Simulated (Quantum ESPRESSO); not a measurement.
# BP: zone-centre phonons and dielectric response under several settings

```
CELL_PARAMETERS angstrom
0.00000 2.26900 2.26900
2.26900 0.00000 2.26900
2.26900 2.26900 0.00000
ATOMIC_POSITIONS crystal
P 0.75000 0.75000 0.75000
B 0.00000 0.00000 0.00000
```

All runs used Quantum ESPRESSO 7.5; k mesh 6 × 6 × 6, shifted; relaxed cell; no spin polarisation; cutoff 1034 eV; occupations smeared at first, fixed for the response.

| level | potentials | volume (Å³/atom) | lowest optical mode without the field (cm⁻¹) | highest mode with the field (cm⁻¹) | ε∞ (mean) | ε0 (mean) | Born charge of atom 1 (e) |
| --- | --- | --- | --- | --- | --- | --- | --- |
| LDA | PseudoDojo 0.4.1 SR LDA standard | ? | ? | ? | ? | ? | ? |
| PBE | PseudoDojo 0.4.1 SR PBE standard | 11.75 | 800 | 804 | 9.12 | 9.2 | 0.50 |

Problem. What stands in the row left open?

Solution. Volume 11.29 Å³/atom; lowest optical mode without the field 821 cm⁻¹; highest mode with the field 829 cm⁻¹; ε∞ 9.13; ε0 9.3; Born charge of atom 1 0.64 e.
